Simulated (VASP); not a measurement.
# MnS (Fm-3m) in VASP: a series of runs

The runs below take MnS through relaxation of cell and atoms, with PBE+U.

Program: VASP 6.6.1. These are calculated values, not measurements. Logs are shortened: lines on timing, memory, paths and dates and some standing lists are left out, and cuts for length are marked.

## Step 1: The crystal as given

The structure is cubic, space group Fm-3m (No. 225). The conventional cell has a = 5.149 Å, b = 5.149 Å, c = 5.149 Å, α = 90.00°, β = 90.00°, γ = 90.00°. Around Mn (site symmetry m-3m) lie 6 S at 2.57 Å. S (site symmetry m-3m) is surrounded by 6 Mn at 2.57 Å.

## Step 2: Relaxation of cell and atoms, PBE+U, collinear spin, ferromagnetic start, target pressure 4.8 GPa, at which the enthalpy is minimised

INCAR

```
  PREC = Accurate
  ENCUT = 520
  EDIFF = 1E-7
  ISMEAR = 0
  SIGMA = 0.1
  LREAL = False
  LASPH = True
  NELM = 150
  ALGO = Normal
  ISIF = 3
  LWAVE = False
  LCHARG = False
  ISPIN = 2
  MAGMOM = 5 0
  LORBIT = 11
  LMAXMIX = 4
  LDAU = True
  LDAUTYPE = 2
  LDAUL = 2 -1
  LDAUU = 1.9 0
  LDAUJ = 0 0
  LDAUPRINT = 1
  GGA = PE
  IBRION = 2
  NSW = 80
  EDIFFG = -0.002
  PSTRESS = 48.0
```

KPOINTS

```
Automatic mesh
0
Gamma
  14 14 14
```

POSCAR

```
MnS                                     
1.0
    0.0000000000      2.5744517911      2.5744517911
    2.5744517911      0.0000000000      2.5744517911
    2.5744517911      2.5744517911     -0.0000000000
  Mn              S             
     1     1
Direct
     0.0000000000000000    0.0000000000000000    0.0000000000000000
     0.5000000000000000    0.5000000000000000    0.5000000000000000
```

Potentials or basis: VASP PAW PBE potentials, release 64 (Mn_pv, S).

The run is started by

```sh
cat potpaw_PBE.64/Mn_pv/POTCAR potpaw_PBE.64/S/POTCAR > POTCAR
mpirun -np 1 vasp_std > vasp.out
```

OUTCAR:

```text
PREC = Accurate
   ENCUT = 520
   EDIFF = 1E-7
   ISMEAR = 0
   LREAL = False
   LASPH = True
   NELM = 150
   ISIF = 3
   ISPIN = 2
   LORBIT = 11
   GGA = PE
   IBRION = 2
   NSW = 80
   EDIFFG = -0.002
   PSTRESS = 48.0

 ion  position               nearest neighbor table
   1  0.000  0.000  0.000-   2 2.57   2 2.57   2 2.57   2 2.57   2 2.57   2 2.57
   2  0.500  0.500  0.500-   1 2.57   1 2.57   1 2.57   1 2.57   1 2.57   1 2.57

  LATTYP: Found a face centered cubic cell.
 ALAT       =     5.1489035822

  Lattice vectors:

 A1 = (   0.0000000000,   2.5744517911,   2.5744517911)
 A2 = (   2.5744517911,   0.0000000000,   2.5744517911)
 A3 = (   2.5744517911,   2.5744517911,   0.0000000000)

Analysis of symmetry for initial positions (statically):
=====================================================================
 Subroutine PRICEL returns:
 Original cell was already a primitive cell.

 Routine SETGRP: Setting up the symmetry group for a
 face centered cubic supercell.

 Subroutine GETGRP returns: Found 48 space group operations
 (whereof 48 operations were pure point group operations)
 out of a pool of 48 trial point group operations.

The static configuration has the point symmetry O_h .

Analysis of symmetry for dynamics (positions and initial velocities):
=====================================================================
 Subroutine PRICEL returns:
 Original cell was already a primitive cell.

 Routine SETGRP: Setting up the symmetry group for a
 face centered cubic supercell.

 Subroutine GETGRP returns: Found 48 space group operations
 (whereof 48 operations were pure point group operations)
 out of a pool of 48 trial point group operations.

The dynamic configuration has the point symmetry O_h .

Analysis of structural, dynamic, and magnetic symmetry:
=====================================================================
 Subroutine PRICEL returns:
 Original cell was already a primitive cell.

 Routine SETGRP: Setting up the symmetry group for a
 face centered cubic supercell.

 Subroutine GETGRP returns: Found 48 space group operations
 (whereof 48 operations were pure point group operations)
 out of a pool of 48 trial point group operations.

The overall configuration has the point symmetry O_h .

 Subroutine INISYM returns: Found 48 space group operations
 (whereof 48 operations are pure point group operations),
 and found     1 'primitive' translations

----------------------------------------------------------------------------------------

                                     Primitive cell

  volume of cell :      34.1259

  direct lattice vectors                    reciprocal lattice vectors
     0.000000000  2.574451791  2.574451791    -0.194216105  0.194216105  0.194216105
     2.574451791  0.000000000  2.574451791     0.194216105 -0.194216105  0.194216105
     2.574451791  2.574451791  0.000000000     0.194216105  0.194216105 -0.194216105

  length of vectors
     3.640824639  3.640824639  3.640824639     0.336392162  0.336392162  0.336392162

  position of ions in fractional coordinates (direct lattice)
     0.000000000  0.000000000  0.000000000
     0.500000000  0.500000000  0.500000000

[... 138 lines left out ...]
  Total        1.0383293      1.0383293      1.0383293      0.0000000      0.0000000     -0.0000000
  in kB       48.7485184     48.7485184     48.7485184      0.0000000      0.0000000     -0.0000000
  external PRESSURE =       0.7485184 kB  Pullay stress =      48.0000000 kB

 VOLUME and BASIS-vectors are now :
 -----------------------------------------------------------------------------
  energy-cutoff  :      520.00
  volume of cell :       34.13
      direct lattice vectors                 reciprocal lattice vectors
     0.000000000  2.574451791  2.574451791    -0.194216105  0.194216105  0.194216105
     2.574451791  0.000000000  2.574451791     0.194216105 -0.194216105  0.194216105
     2.574451791  2.574451791  0.000000000     0.194216105  0.194216105 -0.194216105

 POSITION                                       TOTAL-FORCE (eV/Angst)
 -----------------------------------------------------------------------------------
      0.00000      0.00000      0.00000         0.000000      0.000000     -0.000000
      2.57445      2.57445      2.57445        -0.000000     -0.000000      0.000000
 -----------------------------------------------------------------------------------
    total drift:                               -0.000000      0.000000      0.000000

  FREE ENERGIE OF THE ION-ELECTRON SYSTEM (eV)
  ---------------------------------------------------
  free  energy   TOTEN  =       -13.4378106892 eV

  energy  without entropy=      -13.4357759637  energy(sigma->0) =      -13.43679333

  enthalpy is  TOTEN    =       -12.4154245766 eV   P V=        1.0223861126

atom =   1  type =  1  l = 2

 onsite density matrix

spin component  1

  0.9245  0.0000 -0.0000  0.0000  0.0000
  0.0000  0.9245 -0.0000  0.0000  0.0000
 -0.0000 -0.0000  0.9420  0.0000 -0.0000
  0.0000  0.0000  0.0000  0.9245  0.0000
  0.0000  0.0000 -0.0000  0.0000  0.9420

spin component  2

  0.0265 -0.0000 -0.0000  0.0000  0.0000
 -0.0000  0.0265 -0.0000 -0.0000  0.0000
 -0.0000 -0.0000  0.0983 -0.0000 -0.0000
  0.0000 -0.0000 -0.0000  0.0265 -0.0000
  0.0000  0.0000 -0.0000 -0.0000  0.0983

 occupancies and eigenvectors

  o =  0.0265  v =  0.0000  0.0000  0.0000  0.0000  0.0000  0.0000  0.0014 -0.0000  1.0000  0.0000      0.0000  0.0000  0.0000  0.0000  0.0000  0.0000  0.0000  0.0000  0.0000  0.0000
  o =  0.0265  v =  0.0000  0.0000  0.0000  0.0000  0.0000  1.0000  0.0000  0.0000  0.0000  0.0000      0.0000  0.0000  0.0000  0.0000  0.0000  0.0000  0.0000  0.0000  0.0000  0.0000
  o =  0.0265  v =  0.0000  0.0000  0.0000  0.0000  0.0000  0.0000  1.0000 -0.0000 -0.0014 -0.0000      0.0000  0.0000  0.0000  0.0000  0.0000  0.0000  0.0000  0.0000  0.0000  0.0000
  o =  0.0983  v =  0.0000  0.0000  0.0000  0.0000  0.0000  0.0000 -0.0000 -1.0000 -0.0000 -0.0060      0.0000  0.0000  0.0000  0.0000  0.0000  0.0000  0.0000  0.0000  0.0000  0.0000
  o =  0.0983  v =  0.0000  0.0000  0.0000  0.0000  0.0000  0.0000  0.0000  0.0060  0.0000 -1.0000      0.0000  0.0000  0.0000  0.0000  0.0000  0.0000  0.0000  0.0000  0.0000  0.0000
  o =  0.9245  v =  0.0000 -0.9828  0.0000 -0.1848 -0.0000  0.0000  0.0000  0.0000  0.0000  0.0000      0.0000  0.0000  0.0000  0.0000  0.0000  0.0000  0.0000  0.0000  0.0000  0.0000
  o =  0.9245  v =  1.0000  0.0000  0.0000  0.0000  0.0000  0.0000  0.0000  0.0000  0.0000  0.0000      0.0000  0.0000  0.0000  0.0000  0.0000  0.0000  0.0000  0.0000  0.0000  0.0000
  o =  0.9245  v =  0.0000 -0.1848 -0.0000  0.9828 -0.0000  0.0000  0.0000  0.0000  0.0000  0.0000      0.0000  0.0000  0.0000  0.0000  0.0000  0.0000  0.0000  0.0000  0.0000  0.0000
  o =  0.9420  v =  0.0000 -0.0000  0.0015  0.0000  1.0000  0.0000  0.0000  0.0000  0.0000  0.0000      0.0000  0.0000  0.0000  0.0000  0.0000  0.0000  0.0000  0.0000  0.0000  0.0000
  o =  0.9420  v =  0.0000  0.0000  1.0000  0.0000 -0.0015  0.0000  0.0000  0.0000  0.0000  0.0000      0.0000  0.0000  0.0000  0.0000  0.0000  0.0000  0.0000  0.0000  0.0000  0.0000

--------------------------------------- Ionic step        2  -------------------------------------------

 number of electron      18.9999998 magnetization       4.9327108

 Free energy of the ion-electron system (eV)
  ---------------------------------------------------
  ext. energy  EPLUGINS =         0.00000000
  ---------------------------------------------------
  free energy    TOTEN  =       -13.43899727 eV

  energy without entropy =      -13.43696800  energy(sigma->0) =      -13.43798263

 E-fermi :   7.0827     XC(G=0): -10.7803

 val. band max:        7.0614751898   @ k =  -0.3571   0.1429   0.0000
 cond. band min:       7.0927776043   @ k =  -0.2143   0.2143   0.0000
 fundamental gap:      0.0313024145
 Fermi energy:         7.0826845347

 spin component 1

 k-point     1 :       0.0000    0.0000    0.0000
  band No.  band energies     occupation
      1     -43.7950      1.00000
      2     -43.7950      1.00000
      3     -43.7950      1.00000
      4      -7.6769      1.00000
      5       2.7775      1.00000
      6       2.7775      1.00000
[... 895 lines left out ...]
      5       2.5864      1.00000
      6       4.2223      1.00000
[... 8 lines left out ...]
     15      15.1723      0.00000
     16      16.2206      0.00000

 [... further k-points ...]

------------------------ aborting loop because EDIFF is reached ----------------------------------------

  FORCE on cell =-STRESS in cart. coord.  units (eV):
  Direction    XX          YY          ZZ          XY          YZ          ZX
  --------------------------------------------------------------------------------------
  -------------------------------------------------------------------------------------
  Total        1.0208098      1.0208098      1.0208098     -0.0000000     -0.0000000      0.0000000
  in kB       47.8707454     47.8707454     47.8707454     -0.0000000     -0.0000000      0.0000000
  external PRESSURE =      -0.1292546 kB  Pullay stress =      48.0000000 kB

 VOLUME and BASIS-vectors are now :
 -----------------------------------------------------------------------------
  energy-cutoff  :      520.00
  volume of cell :       34.17
      direct lattice vectors                 reciprocal lattice vectors
     0.000000000  2.575441853  2.575441853    -0.194141444  0.194141444  0.194141444
     2.575441853  0.000000000  2.575441853     0.194141444 -0.194141444  0.194141444
     2.575441853  2.575441853  0.000000000     0.194141444  0.194141444 -0.194141444

 POSITION                                       TOTAL-FORCE (eV/Angst)
 -----------------------------------------------------------------------------------
      0.00000      2.57544      2.57544         0.000000      0.000000     -0.000000
      2.57544      2.57544      2.57544        -0.000000     -0.000000      0.000000
 -----------------------------------------------------------------------------------
    total drift:                               -0.000000     -0.000000      0.000000

  FREE ENERGIE OF THE ION-ELECTRON SYSTEM (eV)
  ---------------------------------------------------
  free  energy   TOTEN  =       -13.4389972705 eV

  energy  without entropy=      -13.4369679963  energy(sigma->0) =      -13.43798263

  enthalpy is  TOTEN    =       -12.4154311617 eV   P V=        1.0235661088

 reached required accuracy - stopping structural energy minimisation

 total charge

# of ion       s       p       d       tot
------------------------------------------
    1        0.223   6.180   4.915  11.318
    2        1.323   2.454   0.000   3.777
--------------------------------------------------
tot          1.546   8.634   4.915  15.095

 magnetization (x)

# of ion       s       p       d       tot
------------------------------------------
    1        0.051   0.041   4.372   4.465
    2        0.026   0.092   0.000   0.117
--------------------------------------------------
tot          0.077   0.133   4.372   4.582
```

Wall time 2.6 min (1 thread of Intel Xeon Platinum 8259CL at 2.50GHz (Skylake/Cascade Lake), shared host); peak memory 0.23 GiB.

Results:

```
Free energy                                            : -13.4390 eV
Relaxed volume                                         : 17.08 Å³/atom
Relaxed cell                                           : a = 3.642 Å, b = 3.642 Å, c = 3.642 Å, α = 60.00°, β = 60.00°, γ = 60.00°
Space group after relaxing (to 0.05 Å)                 : Fm-3m (No. 225)
Energy change on relaxing (the enthalpy is what falls) : -0.6 meV/atom
Ionic steps                                            : 2
Pressure after relaxing                                : 4.8 GPa
Band gap on the k mesh                                 : none (metal or under the smearing width)
Net moment                                             : 4.93 μB per cell
Site moments                                           : Mn +4.46; S +0.12 μB
Valence electrons inside the program's atomic spheres  : Mn 11.32; S 3.78
```

The path:
```
step  energy change (eV)  largest force (eV/Å)  pressure (GPa)  volume (Å³)
   1              0.0000                0.0000            4.87        34.13
   2             -0.0012                0.0000            4.79        34.17
```

Final structure:
```xyz
2
Lattice="0.0000 2.5754 2.5754 2.5754 0.0000 2.5754 2.5754 2.5754 0.0000" Properties=species:S:1:pos:R:3 pbc="T T T"
Mn    0.0000    2.5754    2.5754
S     2.5754    2.5754    2.5754
```

Eigenvalues of the final occupation matrices:
```tsv
site	spin	trace	eigenvalues
site 1 d	1	4.66	0.92 0.92 0.92 0.94 0.94
site 1 d	2	0.28	0.03 0.03 0.03 0.10 0.10
```

Caveat: the cell is relaxed towards a set pressure, so the enthalpy falls and the energy may rise; a cell with one magnetic atom can't hold antiferromagnetic order, which such compounds often take.

(Continued in part 2 of 2.)
